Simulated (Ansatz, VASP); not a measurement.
# I in VASP and in Ansatz

Contents of INCAR:

```
PREC = Accurate
ENCUT = 520
EDIFF = 1E-7
ISMEAR = -1
SIGMA = 0.05
LREAL = F
LASPH = T
NELM = 60
ALGO = Normal
ISIF = 2
LWAVE = F
LCHARG = F
GGA = PE
NBANDS = 10
```

The input KPOINTS:

```
Automatic mesh
0
Gamma
  7 7 11
```

File POSCAR:

```
I
1.0
    2.4412430000     -3.6483080000     -0.0116530000
    2.6305880000      3.7779740000     -0.0648680000
   -1.6552130000     -0.0584920000      2.4058320000
I
1
Direct
    0.5067520000      0.4954560000      0.5157190000
```

Contents of input.yaml:

```yaml
crystal:
  lattice:
    - [2.441243, -3.648308, -0.011653]
    - [2.630588, 3.777974, -0.064868]
    - [-1.655213, -0.058492, 2.405832]
  atoms:
    - { symbol: I, position: [0.506752, 0.495456, 0.515719] }
hamiltonian:
  xc: pbe
  pseudopotentials: { kind: paw }
kpoints:
  mp_grid: { grid: [7, 7, 11] }
scf:
  occupations: { method: fermi_dirac, width: 0.05 }
output:
  forces: true
  stress: true
  eigenvalues: true
```

Change from the starting cell: cell strained at random at fixed volume.

Alike in both runs: task single point; functional PBE; k mesh 7 × 7 × 11; occupations fermi-dirac, width 0.05 eV; no spin polarisation.

```csv
,VASP,Ansatz
version,VASP 6.6.1,Ansatz 0.2.0
potentials or method,"VASP PAW PBE potentials, release 64 (I)",Ansatz PAW
plane-wave cutoff (eV),520,420
valence electrons in the cell,7,17
```

|  | VASP | Ansatz | Ansatz less VASP |
| --- | --- | --- | --- |
| gap on the k mesh at the Fermi level (eV) | none | none | - |
| pressure (GPa) | 0.4 | 0.5 | +0.06 |
| largest component of the traceless stress (GPa) | 0.37 | 0.30 | -0.071 |

A gap of «none» marks a metal or a gap that the smearing closes. The two sets of potentials don't hold the same shells in valence.

Caveats: an odd number of electrons without spin polarisation forces a metal; a magnetic or distorted state may lie lower. The runs have no spin-orbit coupling, so splittings on I are missing.
